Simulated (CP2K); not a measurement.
Crystal: Ta.

```xyz
1
Lattice="2.8601 0.0000 0.0000 -0.9534 2.6965 0.0000 -0.9534 -1.3483 2.3353" Properties=species:S:1:pos:R:3 pbc="T T T"
Ta    0.0000    0.0000    0.0000
```

Base run:

* Program: CP2K 2026.2
* Functional: PBEsol
* Potentials or basis: POTENTIAL_UZH Ta GTH-PBE-q13; TZVP-MOLOPT-PBE-GTH basis
* Density cutoff: 6123 eV
* k mesh: 11 × 11 × 11
* Occupations: fermi-dirac, width 0.05 eV
* Spin: no spin polarisation

Its results: band gap on the k mesh none (metal or under the smearing width); pressure -4.0 GPa.

Question: The run is repeated on the same cell with these changes: functional from PBEsol to PBE; eps_default from 1.0E-10 to 1.0E-9. What comes out?

Answer: Band gap on the k mesh none (metal or under the smearing width); pressure 1.5 GPa.

Caveats: the basis of atomic orbitals isn't converged, which shifts pressures, moduli and gaps; the potentials were made for another functional, which shifts forces and pressure (some runs).

Not every run made on this cell is shown here.
